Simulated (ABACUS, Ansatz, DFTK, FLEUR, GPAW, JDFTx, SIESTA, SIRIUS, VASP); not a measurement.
## One calculation of BP, 10 ways

```xyz
2
Lattice="0.0000 2.2690 2.2690 2.2690 0.0000 2.2690 2.2690 2.2690 0.0000" Properties=species:S:1:pos:R:3 pbc="T T T"
P     3.4035    3.4035    3.4035
B     0.0000    0.0000    0.0000
```

Alike in all runs: task equation of state; functional PBEsol; k mesh 10 × 10 × 10; occupations fermi-dirac, width 0.05 eV; no spin polarisation; no spin-orbit coupling.

```tsv
program and potentials	plane-wave cutoff (eV)	notes	equilibrium volume (Å³/atom)	bulk modulus (GPa)
ABACUS, PseudoDojo NC SR 0.4.1 PBEsol standard, plane waves	1034	-	11.55	168.8
SIRIUS, all-electron FP-LAPW, apw+lo standard	-	-	11.54	169.4
DFTK, PseudoDojo SR PBEsol 0.4.1 standard (PBEsol)	1034	-	11.55	168.8
VASP, PBE PAW files B, P, 520 eV	520	potentials made for PBE	11.56	168.9
SIRIUS, PseudoDojo 0.4.1 PBEsol standard (scalar relativistic)	1054	-	11.55	168.8
JDFTx, PseudoDojo-SR-PBEsol-0.4.1-standard with smoothed tails	1034	-	11.55	168.8
Ansatz, all-electron LAPW, scalar-relativistic	-	-	11.54	169.4
SIESTA, files PseudoDojo sr-pbesol-0.4.1-standard, DZP (energy shift 0.003 Ry)	-	atomic basis	11.79	164.2
GPAW, PAW data sets generated for this functional	800	-	?	?
FLEUR, all-electron, FLAPW	-	-	11.54	169.4
```

**Question.** Estimate from the other rows what the run with GPAW, PAW data sets generated for this functional gave.

**Answer.** Equilibrium volume 11.57 Å³/atom; bulk modulus 169.7 GPa. The other rows, which needn't bracket it: equilibrium volume 11.54 to 11.79; bulk modulus 164.2 to 169.4.
